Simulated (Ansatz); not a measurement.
Base run

Ansatz input (lattice in Å, positions in fractions of it; a bare `kind: paw` takes the build's default datasets)
```yaml
crystal:
  lattice:
    - [0.0, 2.125, 2.125]
    - [2.125, 0.0, 2.125]
    - [2.125, 2.125, 0.0]
  atoms:
    - { symbol: Mg, position: [0.0081508273, 0.0081508273, 0.0081508273] }
    - { symbol: O, position: [0.5, 0.5, 0.5] }
kpoints:
  mp_grid: { grid: [4, 4, 4] }
hamiltonian:
  xc: hse06
  pseudopotentials: { kind: paw }
scf:
  occupations: { method: fermi_dirac, width: 0.05 }
output:
  forces: true
  stress: true
  eigenvalues: true
```

Level of theory: HSE06, plane waves, PAW datasets (generated soft set 1) (Ansatz).

The cutoff used is 420 eV.

The stress includes the program's correction for the finite plane-wave basis.

It gives a pressure of -4.94 GPa and an rms force of 0.275 eV/Å, with a gap of 6.21 eV on the mesh.

Problem. What changes with an exchange cutoff ratio of 1?

Solution. The pressure goes up by 0.01 GPa, the forces move by 0.2 meV/Å (rms), and the free energy changes by +33.87 meV/atom.

Problem. What changes with an exchange cutoff ratio of 2?

Solution. The pressure is unchanged to within 0.01 GPa, the forces move by 0.0 meV/Å (rms), and the free energy changes by +0.23 meV/atom.

Problem. What changes with the regularized exchange singularity in place of the Wigner–Seitz cut?

Solution. The pressure stays the same within 0.01 GPa, the forces move by 0.0 meV/Å (rms), the gap doesn't move by more than 0.01 eV, and the free energy changes by -0.22 meV/atom.

A gap read on the mesh is an upper bound of this method's gap, since the mesh can miss a band edge. The k-mesh is modest, so these values aren't fully converged in k.
